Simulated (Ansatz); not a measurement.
Sn (Immm), axial (c/a) deformation path

Level of theory: DFT LDA, scalar-relativistic, plane waves, PAW (Ansatz 0.2.0). Cutoff 420 eV, Γ-centred 22×22×22 k-points, Gaussian smearing of 0.15 eV. No spin polarisation. Energies are free energies at this smearing, counted from the undisturbed cell; pressure is positive in compression.

The undisturbed cell (as given, not relaxed at this level; it stands at -4.8 GPa; this form isn't the usual structure):

```xyz
1
Lattice="-1.7265 1.7755 2.3383 1.7265 -1.7755 2.3383 1.7265 1.7755 -2.3383" Properties=species:S:1:pos:R:3 pbc="T T T"
Sn    0.0000    0.0000    0.0000
```

At fixed volume and fractional coordinates, lengths along (0.000, 0.000, 1.000) are scaled against those across it; ρ is that ratio over its starting value. The cell is metallic on the mesh throughout.

```
    ρ  ΔE (meV/atom)
0.800           10.0
0.850            5.4
0.920            1.5
0.960            0.5
1.000            0.0
1.050            0.1
1.100            0.5
1.200            4.3
1.300           13.8
```

Cost: 9 runs of about 2 core-minutes in all, on Intel Xeon 6975P-C (Granite Rapids) (shared hosts).